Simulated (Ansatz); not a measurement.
Te2Mo: what symmetry allows forces and stress to be

```xyz
3
Lattice="3.7061 0.0000 0.0000 -1.8531 3.2096 0.0000 0.0000 0.0000 18.5051" Properties=species:S:1:pos:R:3 pbc="T T T"
Te    0.0000    2.1397   16.7442
Te    0.0000    2.1397    1.7609
Mo    0.0000    0.0000    0.0000
```

All numbers below come from DFT PBEsol, scalar-relativistic, plane waves, PAW in Ansatz 0.2.0.

Plane waves to 420 eV, a k mesh through Γ of 9×9×2 on the computed 3-atom cell and Gaussian smearing (0.02 eV); no spin polarisation.

This distorted cell has space group P-6m2, with 12 operations.

**Question.** Without a calculation: in which directions can each atom feel a force?

**Answer.** A force must be left unchanged by every operation that keeps its atom in place, so it lies in the space that those operations leave fixed. Atoms that the group maps onto each other feel forces of one size.
```csv
atom,site symmetry,operations at the site,equivalent to atom,allowed force (Cartesian)
Te1,3m.,6,1,"along (0.00, 0.00, 1.00)"
Te2,3m.,6,1,"along (0.00, 0.00, 1.00)"
Mo3,-6m2,12,3,none
```

That leaves 1 independent force component of 9. A relaxation in this cell that keeps the symmetry moves the atoms in these directions alone.

**Question.** And the stress tensor?

**Answer.** It must be invariant under the point group, which leaves 2 independent components: yz, xz, xy vanish; xx = yy.

**Question.** Do the computed values obey this?

**Answer.** Yes. Forces (eV/Å):
```
Te1  0.000  0.000  0.441
Te2  0.000  0.000 -0.441
Mo3  0.000  0.000  0.000
```

Stress (GPa, compression positive, xx yy zz yz xz xy): -3.30 -3.30 -1.13 0.00 0.00 0.00. The program imposes the same operations on density, forces and stress, so this confirms the analysis and is no independent test of the calculation.

  The cell holds layers, and where no dispersion correction was added their binding is poorly described.

This form isn't the usual stable structure of the compound.